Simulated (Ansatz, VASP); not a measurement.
Sn in VASP and in Ansatz

File INCAR:

```
PREC = Accurate ; ENCUT = 520
EDIFF = 1E-7 ; ISMEAR = 0
SIGMA = 0.15 ; LREAL = F
LASPH = T ; NELM = 60
ALGO = Normal ; ISIF = 2
LWAVE = F ; LCHARG = F
GGA = PS ; IVDW = 12
NBANDS = 13
```

The input KPOINTS:

```
regular mesh
0
Gamma
  18 18 18
```

Contents of POSCAR:

```
Sn
1.0
   -1.7430796737      1.7430796737      1.7430796737
    1.7430796737     -1.7430796737      1.7430796737
    1.7430796737      1.7430796737     -1.7430796737
Sn
1
Direct
    0.0000000000      0.0000000000      0.0000000000
```

Input for Ansatz:

```yaml
crystal:
  lattice:
    - [-1.7430796737, 1.7430796737, 1.7430796737]
    - [1.7430796737, -1.7430796737, 1.7430796737]
    - [1.7430796737, 1.7430796737, -1.7430796737]
  atoms:
    - { symbol: Sn, position: [0.0, 0.0, 0.0] }
basis:
  ecutwfc: 420
kpoints:
  mp_grid: { grid: [18, 18, 18] }
hamiltonian:
  xc: pbesol
  dispersion: d3bj
scf:
  occupations: { method: gaussian, width: 0.15 }
output:
  forces: true
  stress: true
  eigenvalues: true
```

Change from the starting cell: strain -0.080 along x and y, -0.080 along z, atoms carried along.

Alike in both runs: task single point; functional PBEsol; dispersion D3(BJ); k mesh 18 × 18 × 18; occupations gaussian, width 0.15 eV; no spin polarisation.

|  | VASP | Ansatz |
| --- | --- | --- |
| version | VASP 6.6.1 | Ansatz 0.2.0 |
| potentials or method | VASP PAW PBE potentials, release 64 (Sn_d) | scalar-relativistic, plane waves, PAW |
| plane-wave cutoff (eV) | 520 | 420 |
| valence electrons in the cell | 14 | 14 |

Ansatz gave:

- gap on the k mesh at the Fermi level (eV): none
- pressure (GPa): 15.4

Q: Estimate VASP's values.

A: gap on the k mesh at the Fermi level (eV): none; pressure (GPa): 15.3.

A gap of «none» marks a metal or a gap that the smearing closes.

Caveats: so large a pressure means that the cell lies far from this level's equilibrium, or that cutoff or potentials fall short (VASP); the potentials were made for another functional, which shifts forces and pressure (VASP); pairwise dispersion overbinds metals, which lowers pressure and volume.
